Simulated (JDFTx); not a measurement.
The system is Si2W.

```
CELL_PARAMETERS angstrom
-1.60690 1.60690 3.91495
1.60690 -1.60690 3.91495
1.60690 1.60690 -3.91495
ATOMIC_POSITIONS crystal
W 0.00000 0.00000 0.00000
Si 0.66530 0.66530 0.00000
Si 0.33470 0.33470 0.00000
```

Program: JDFTx 1.7.0 (patched build). Alike in all runs: task single point; no spin polarisation; cell as given.

**Question.** Order these runs on this cell by their pressure, lowest first.
A. level PBEsol; potentials or basis PseudoDojo-SR-PBEsol-0.4.1-standard with smoothed tails; k mesh 12 × 12 × 12; cutoff (eV) 1007; smearing fermi-dirac 0.05 eV; local potential set to -Z/r beyond 6 bohr; pseudo rcut 6; mesh quality not flagged
B. level PBEsol+D3(BJ)+U; potentials or basis PseudoDojo-SR-PBE-0.4.1-standard with smoothed tails; U W d U = 3.5 eV; k mesh 6 × 6 × 6; cutoff (eV) 1116; smearing fermi-dirac 0.1 eV; local potential set to -Z/r beyond 6 bohr; pseudo rcut 6; mesh quality coarse
C. level PBE; potentials or basis PseudoDojo-SR-PBE-0.5-standard; k mesh 12 × 12 × 12; cutoff (eV) 1007; smearing fermi-dirac 0.05 eV; mesh quality not flagged

**Answer.** B (-14.1 GPa), A (-2.0 GPa), C (3.3 GPa).

Caveats: some runs use coarse meshes; the potentials were made for another functional, which shifts forces and pressure (some runs); U without spin polarisation on a metal has little footing (some runs); pairwise dispersion overbinds metals, which lowers pressure and volume (some runs); the U is typed as a test and isn't derived for this compound (some runs).

Not every run made on this cell is shown here.
